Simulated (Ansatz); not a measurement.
# A strain series on GaAs (zincblende): biaxial in x and y, z held

GaAs built on the zincblende prototype, relaxed with r2SCAN in Ansatz 0.2.0, then strained (biaxial in x and y, z held; changes of length per length, axes as in the cell below) with the atoms relaxed again within the symmetry that is left. It is cubic, F-43m (No. 216); conventional cell a = 5.666 Å, 22.74 Å³ an atom. Ga is surrounded by 4 As at 2.45 Å; As is surrounded by 4 Ga at 2.45 Å. (Simulation; spin polarisation is off.)

```yaml
crystal:
  lattice:
    - [0.00000, 2.83309, 2.83309]
    - [2.83309, 0.00000, 2.83309]
    - [2.83309, 2.83309, 0.00000]
  atoms:
    - { symbol: Ga, position: [0.00000, 0.00000, 0.00000] }
    - { symbol: As, position: [0.25000, 0.25000, 0.25000] }
```

Gaps are the least over each mesh (PBE 8×8×8, r2SCAN 8×8×8, HSE06 6×6×6 when unstrained) and the special points, which keep their unstrained names; stress is the change from the unstrained cell, compression positive.

```csv
strain (%),"gap, PBE (eV)","gap, r2SCAN (eV)","gap, HSE06 (eV)","edges, HSE06","in-plane stress, r2SCAN (GPa)","energy rise, r2SCAN (meV/atom)"
-4.98,1.046,1.336,1.628,Γ → X,+10.57,67.0
-4.56,1.041,1.325,1.640,Γ → Γ–X (0.86),+9.49,55.6
-2.74,0.825,1.351,1.773,Γ,+5.23,19.2
-0.58,0.542,1.044,1.451,Γ,+1.00,0.8
0.0,0.466,0.962,1.364,Γ,0.00,0.0
+5.8,0,0.022,0.218,Γ,-7.29,68.9
```

Between zero and the nearest strains the slope of the HSE06 gap against strain is -0.150 eV per percent for negative and -0.198 for positive strain. The PBE gap closes between 0.0 and +5.8 %.

Spin-orbit coupling is left out.

Where an edge lies off the special points, it is a point of the mesh or the k point where a search put PBE's edge or least direct gap, reused for the other functionals, whose own edges may lie a little apart.

The meshes of the hybrids are coarse, so their gaps aren't converged to the digits shown.
